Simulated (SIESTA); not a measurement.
Crystal: LiH.

```
Li H
1.0
     0.00000    2.03675    2.03675
     2.03675    0.00000    2.03675
     2.03675    2.03675    0.00000
Li H
1 1
Cartesian
  0.0000 0.0000 0.0000
  2.0368 2.0368 2.0368
```

Base run:

| Property | Result |
| --- | --- |
| Program | SIESTA 5.4.2 |
| Functional | PBE |
| Potentials or basis | PseudoDojo 0.4 standard (PBE files) |
| Basis | DZP (energy shift 0.003 Ry; two zetas on semicore shells) |
| Grid cutoff | 800 Ry |
| Energy shift | 0.003 Ry |
| k mesh | 11 × 11 × 11 |
| Occupations | fermi-dirac, width 0.05 eV |
| Spin | no spin polarisation |

Its results: band gap on the k mesh 3.18 eV, direct; pressure -1.7 GPa.

Q: The run is repeated on the same cell with these changes: functional from PBE to LDA; potentials or basis from PseudoDojo 0.4 standard (PBE files) to PseudoDojo 0.4 standard (LDA files). What comes out?

A: Band gap on the k mesh 2.82 eV, direct; pressure -4.1 GPa.

Caveats: the basis of atomic orbitals isn't converged, which shifts pressures, moduli and gaps; an odd mesh through Γ misses points on the zone boundary, where band edges often lie (some runs); the mesh misses the band edges, which the band path finds closer together (some runs).

Not every run made on this cell is shown here.
